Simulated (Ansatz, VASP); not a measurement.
# C in VASP and in Ansatz

INCAR

```
SYSTEM = C
  PREC = Accurate
  ENCUT = 520
  EDIFF = 1E-6
  ISMEAR = 0
  SIGMA = 0.05
  LREAL = .FALSE.
  LASPH = .TRUE.
  NELM = 60
  ALGO = Normal
  ISIF = 2
  LWAVE = .FALSE.
  LCHARG = .FALSE.
  GGA = CA
  NBANDS = 11
```

Contents of KPOINTS:

```
Automatic mesh
0
G
  12 12 12
  0 0 0
```

Contents of POSCAR:

```
C
1.0
    1.1251918219      0.6496298013      3.9867532204
   -1.1251918219      0.6496298013      3.9867532204
    0.0000000000     -1.2992596025      3.9867532204
C
2
Direct
    0.1640000000      0.1640000000      0.1640000000
    0.8360000000      0.8360000000      0.8360000000
```

Input for Ansatz:

```yaml
crystal:
  lattice:
    - [1.1251918219, 0.6496298013, 3.9867532204]
    - [-1.1251918219, 0.6496298013, 3.9867532204]
    - [0.0, -1.2992596025, 3.9867532204]
  atoms:
    - { symbol: C, position: [0.164, 0.164, 0.164] }
    - { symbol: C, position: [0.836, 0.836, 0.836] }
basis:
  ecutwfc: 420
kpoints:
  mp_grid: { grid: [12, 12, 12] }
hamiltonian:
  xc: lda
scf:
  occupations: { method: gaussian, width: 0.05 }
output:
  forces: true
  stress: true
  eigenvalues: true
```

Alike in both runs: task single point; functional LDA; k mesh 12 × 12 × 12; occupations gaussian, width 0.05 eV; no spin polarisation.

```csv
,VASP,Ansatz
version,VASP 6.6.1,Ansatz 0.2.0
potentials or method,"VASP PAW LDA potentials, release 64 (C)","scalar-relativistic, plane waves, PAW"
plane-wave cutoff (eV),520,420
valence electrons in the cell,8,8
```

```csv
,VASP,Ansatz,Ansatz less VASP
gap on the k mesh at the Fermi level (eV),0.22,0.22,-0.001
least direct gap on the mesh (eV),0.22,0.22,-0.001
rms of the force components (eV/Å),0.517,0.518,+0.0016
```

Atom by atom the forces differ by 0.002 eV/Å (rms over components).
